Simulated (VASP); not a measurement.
# BAs: convergence, band structure

BAs, F-43m (no. 216), 2 atoms in the cell. AM05; PAW potentials As, B (PBE set). VASP 6.6.1.

Wanted: band energies at the path's corners within 0.02 eV; smallest gap over path and mesh within 0.01 eV.

What the run is for: bands; Accuracy asked: standard; Route: fixed density (ICHARG 11).

Band energies at the path's corners: counted from the valence top.

POSCAR:
```
BAs
1.0
    0.0000000000      2.3885000000      2.3885000000
    2.3885000000      0.0000000000      2.3885000000
    2.3885000000      2.3885000000      0.0000000000
As B
1 1
Direct
    0.7500000000      0.7500000000      0.7500000000
    0.0000000000      0.0000000000      0.0000000000
```

The series start from Plane-wave cutoff (eV): 370; k-point mesh: 6 × 6 × 6; k points a path segment: 12; Electronic threshold (eV): 1e-6; Precision mode (PREC): Accurate; Bands in all (NBANDS): 16; Aspherical gradient terms in the spheres (LASPH): yes. Each series keeps the choices made before it, and each single choice may use up half of a tolerance. Times cover all steps of a run.

## Plane-wave cutoff (eV)

| Plane-wave cutoff (eV) | Band energies at the path's corners, largest deviation (eV) | Smallest gap over path and mesh (eV) | Time (s) |
|---|---|---|---|
| 260 | 0.018 | 1.099 | 14 |
| 320 | 0.003 | 1.108 | 16 |
| 370 | 0.000 | 1.110 | 19 |
| 420 | 0.000 | 1.110 | 19 |
| 510 (reference) | 0.000 | 1.110 | 33 |

Chosen: 320, the loosest value from which every tighter one stays within half of the tolerance.

## k-point mesh

| k-point mesh | Band energies at the path's corners, largest deviation (eV) | Smallest gap over path and mesh (eV) | Time (s) |
|---|---|---|---|
| 3 × 3 × 3 | 0.052 | 1.073 | 15 |
| 4 × 4 × 4 | 0.020 | 1.096 | 15 |
| 5 × 5 × 5 | 0.008 | 1.103 | 15 |
| 6 × 6 × 6 | 0.003 | 1.108 | 16 |
| 8 × 8 × 8 | 0.001 | 1.110 | 19 |
| 10 × 10 × 10 (reference) | 0.000 | 1.110 | 22 |

Chosen: 6 × 6 × 6.

## Electronic threshold (eV)

| Electronic threshold (eV) | Band energies at the path's corners, largest deviation (eV) | Smallest gap over path and mesh (eV) | Time (s) |
|---|---|---|---|
| 0.001 | 0.001 | 1.107 | 16 |
| 0.0001 | 0.001 | 1.108 | 15 |
| 1e-5 | 0.000 | 1.108 | 19 |
| 1e-6 | 0.000 | 1.108 | 16 |
| 1e-7 (reference) | 0.000 | 1.108 | 17 |

Chosen: 0.001.

## Precision mode (PREC)

| Precision mode (PREC) | Band energies at the path's corners, largest deviation (eV) | Smallest gap over path and mesh (eV) | Time (s) |
|---|---|---|---|
| SingleN | 0.000 | 1.107 | 7.8 |
| Normal | 0.000 | 1.107 | 8.2 |
| Accurate (reference) | 0.000 | 1.107 | 16 |

Chosen: SingleN.

## Bands in all (NBANDS)

| Bands in all (NBANDS) | Band energies at the path's corners, largest deviation (eV) | Smallest gap over path and mesh (eV) | Time (s) |
|---|---|---|---|
| 6 | 0.002 | 1.107 | 5.2 |
| 7 | 0.002 | 1.107 | 7.2 |
| 8 | 0.002 | 1.107 | 5.8 |
| 10 | 0.001 | 1.107 | 7.1 |
| 16 | 0.001 | 1.107 | 7.8 |
| 26 (reference) | 0.000 | 1.108 | 10 |

Chosen: 6.

## Aspherical gradient terms in the spheres (LASPH)

| Aspherical gradient terms in the spheres (LASPH) | Band energies at the path's corners, largest deviation (eV) | Smallest gap over path and mesh (eV) | Time (s) |
|---|---|---|---|
| no | 0.001 | 1.107 | 3.4 |
| yes (reference) | 0.000 | 1.107 | 5.2 |

Chosen: no.

## All choices together

| Input | Band energies at the path's corners, largest deviation (eV) | Smallest gap over path and mesh (eV) | Time (s) |
|---|---|---|---|
| the program's defaults (naive) | 0.009 | 1.102 | 5.8 |
| chosen settings | 0.005 | 1.107 | 3.4 |
| reference settings throughout | 0.000 | 1.111 | 117 |

The tolerance is met.

## The input

INCAR.step1:
```
GGA = AM
ISMEAR = 0
SIGMA = 0.03
LWAVE = F
LCHARG = T
NBANDS = 6
PREC = SingleN
LASPH = F
LREAL = F
ALGO = Normal
EDIFF = 0.001
NELM = 120
GGA_COMPAT = F
ENCUT = 320
EFERMI = MIDGAP
```

INCAR.step2, as INCAR.step1 but for:
```
- LCHARG = T
+ LCHARG = F
+ ICHARG = 11
```

KPOINTS.step1:
```
Automatic mesh
0
Gamma
  6 6 6
  0 0 0
```

KPOINTS.step2:
```
path GXWKGLUWLK,UX
12
line-mode
reciprocal
 0.0000000000  0.0000000000  0.0000000000  G
 0.5000000000  0.0000000000  0.5000000000  X

 0.5000000000  0.0000000000  0.5000000000  X
 0.5000000000  0.2500000000  0.7500000000  W

 0.5000000000  0.2500000000  0.7500000000  W
 0.3750000000  0.3750000000  0.7500000000  K

 0.3750000000  0.3750000000  0.7500000000  K
 0.0000000000  0.0000000000  0.0000000000  G

 0.0000000000  0.0000000000  0.0000000000  G
 0.5000000000  0.5000000000  0.5000000000  L

 0.5000000000  0.5000000000  0.5000000000  L
 0.6250000000  0.2500000000  0.6250000000  U

 0.6250000000  0.2500000000  0.6250000000  U
 0.5000000000  0.2500000000  0.7500000000  W

 0.5000000000  0.2500000000  0.7500000000  W
 0.5000000000  0.5000000000  0.5000000000  L

 0.5000000000  0.5000000000  0.5000000000  L
 0.3750000000  0.3750000000  0.7500000000  K

 0.6250000000  0.2500000000  0.6250000000  U
 0.5000000000  0.0000000000  0.5000000000  X
```

Commands (each step's output is kept before the next begins):
```
cat potpaw_PBE.64/As/POTCAR potpaw_PBE.64/B/POTCAR > POTCAR
cp INCAR.step1 INCAR
cp KPOINTS.step1 KPOINTS
mpirun -np 1 vasp_std > vasp.out
cp INCAR.step2 INCAR
cp KPOINTS.step2 KPOINTS
mpirun -np 1 vasp_std > vasp.out
```

The naive input happens to agree within the tolerance here, in 5.8 s.

Limits: AM05 gaps are mostly well below measured ones.

The chosen input took VASP 6.6.1 3.4 s on 1 core (Intel Xeon Platinum 8259CL @ 2.50GHz (Skylake/Cascade Lake)), a shared host.

## An input that fails: cutoff far too low

It runs to its end, but against the unchanged starting input it is off by 0.869 eV in the band energies at the path's corners, 0.661 eV in the smallest gap over path and mesh.

Changes against the starting input:
```
(all steps)
- NELM = 120
- ENCUT = 370
+ NELM = 76
+ ENCUT = 110
```
